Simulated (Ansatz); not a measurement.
The system is NiO.

```xyz
2
Lattice="0.0000 2.0859 2.0859 2.0859 0.0000 2.0859 2.0859 2.0859 0.0000" Properties=species:S:1:pos:R:3 pbc="T T T"
Ni    0.0000    0.0000    0.0000
O     2.0859    2.0859    2.0859
```

```yaml
Program: Ansatz 0.2.0
Task: relaxation of cell and atoms
Functional: PBEsol
Dispersion: D4
Potentials_or_basis: all-electron LAPW, scalar-relativistic
Basis_error_allowed: 0.001 eV/atom
k_mesh: 11 × 11 × 11
Occupations: fermi-dirac, width 0.05 eV
Spin: collinear spin, ferromagnetic start
Starting_moments: "[1.0, 0.0] μB"
```

At the start: volume 9.08 Å³/atom.

Question: Where does the relaxation end?

Answer: Over 6 steps the energy falls by 13.8 meV/atom and the volume is 8.64 Å³/atom (-4.8 %); space group Fm-3m (No. 225, to 0.05 Å); moment 1.29 μB per cell.

The path:
| step | energy change (eV) | largest force (eV/Å) | volume (Å³) |
| --- | --- | --- | --- |
| 1 | 0.0000 | 0.0000 | 18.15 |
| 2 | -0.0191 | 0.0000 | 17.75 |
| 3 | -0.0272 | 0.0000 | 17.17 |
| 4 | -0.0277 | 0.0000 | 17.29 |
| 5 | -0.0277 | 0.0000 | 17.28 |
| 6 | -0.0277 | 0.0000 | 17.28 |

Final structure:
```yaml
crystal:
  lattice:
    - [0.00000, 2.05192, 2.05192]
    - [2.05192, 0.00000, 2.05192]
    - [2.05192, 2.05192, 0.00000]
  atoms:
    - { symbol: Ni, position: [0.00000, 0.00000, 0.00000] }
    - { symbol: O, position: [0.50000, 0.50000, 0.50000] }
```

Caveat: a cell with one magnetic atom can't hold antiferromagnetic order, which such compounds often take.
